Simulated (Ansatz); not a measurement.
System: rutile GeO2. Method: r²SCAN+rVV10 (PAW; Ansatz, a first-principles code).

Settings: plane-wave cutoff 560 eV, 8×8×12 k mesh (along the axes of the cell as run), Fermi–Dirac smearing 0.01 eV, scalar-relativistic PAW data made under PBE.

Energies at three volumes about the minimum:

| V (Å³/atom) | E − E_lowest (meV/atom) |
|---|---|
| 9.060 | 3.05 |
| 9.245 | 0.00 |
| 9.430 | 2.79 |

Task: Fit a parabola by hand: where is the minimum, and what is the bulk modulus?

Result: Slopes: (0.00 − 3.05)/(9.245 − 9.060) = -16.486 and (2.79 − 0.00)/(9.430 − 9.245) = 15.081 meV/Å³. Curvature E″ = 2 × (15.081 − (-16.486))/(9.430 − 9.060) = 170.632 meV/Å⁶. From the middle of the first interval, the slope vanishes at V0 = 9.1525 − (-16.486)/170.632 = 9.249 Å³/atom. B = V0 E″ = 9.249 × 170.632 meV/Å³ × 0.1602 GPa per meV/Å³ = 253 GPa. The full Birch–Murnaghan fit to all volumes gives V0 = 9.245 Å³/atom and B0 = 252 GPa.

Shape and atoms are relaxed at each volume.

Measured, for comparison: bulk modulus 251 GPa (room temperature, not corrected to a static lattice, from measured elastic constants; as tabulated in Sevik and Bulutay (2007), arXiv:cond-mat/0610176). Computed (rounded) less measured: bulk modulus +0.4 %.

Note: the bulk modulus comes from volumes at which shape and atoms were relaxed.
